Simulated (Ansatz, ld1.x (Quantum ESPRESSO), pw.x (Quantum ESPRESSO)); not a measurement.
# chromium (fcc): variants of one RRKJ potential in the solid

chromium (Cr), norm-conserving RRKJ (Kleinman–Bylander form), made with ld1.x (Quantum ESPRESSO) 7.5 (PBE, scalar-relativistic). Core [Ar], reference 3d5 4s1 4p0. Waves: 4p (bound, empty): rc 2.85 bohr; 3d (bound): rc 1.90 bohr; 4s (bound): rc 2.65 bohr. Local part: the s channel. Core correction: a·sin(br)/r model core inside 0.95 bohr.

Crystal test: fcc Cr in pw.x 7.5, no spin, 15³ k-points, Fermi–Dirac smearing 0.01 Ry, cutoffs set for each file from its atomic test. The reference is all-electron LAPW (Ansatz 0.2.0) with the same functional, mesh and smearing; V0 and B0 come from Birch–Murnaghan fits to the pressures at five volumes. Errors are pseudo minus all-electron; Δ is the rms difference of the E(V) curves that follow from these fits, minima aligned, over ±6 % about the mean V0. Mesh and smearing are coarse, so the numbers serve the comparison and aren't converged zero-temperature values; the lattice is a test structure that the element need not adopt. Spin polarisation and strong correlation are left out, which matters for this element.

All-electron: a0 = 3.626 Å (V0 = 11.92 Å³/atom), B0 = 234.3 GPa.

Base: The largest radius (2.85 bohr) exceeds half the bond length (2.42 bohr), so the spheres overlap, which is one possible source of error among others. This is a poor potential for the solid. Atomic configuration tests: 1 of 7 tests not solved or not reliable.

1 further variants are left out: they gave no file fit for a test, a broken result, the same result as the base, or pressures whose basis-set error rivals the error shown.

A dash in a converged row means that the minimum lies outside the volumes sampled.

| change | cutoffs (Ry) | pw.x | a0 (Å) | a0 error (%) | B0 error (%) | Δ (meV/atom) | mean pressure error (GPa) |
| --- | --- | --- | --- | --- | --- | --- | --- |
| base | 85/340 | converged | 3.684 | +1.59 | -2.9 | 29.2 | +11.88 |
| core correction none | 85/340 | converged | – | – | – | – | +14.91 |
| core correction a·sin(br)/r model core inside 1.38 bohr | 85/340 | converged | 3.685 | +1.61 | -2.7 | 29.7 | +12.09 |
| core correction a·sin(br)/r model core inside 1.88 bohr | 85/340 | converged | 3.683 | +1.56 | -2.0 | 28.9 | +11.78 |

Give the row for: core correction a·sin(br)/r model core inside 2.22 bohr.

pw.x: converged; mean pressure error (GPa): +13.41.
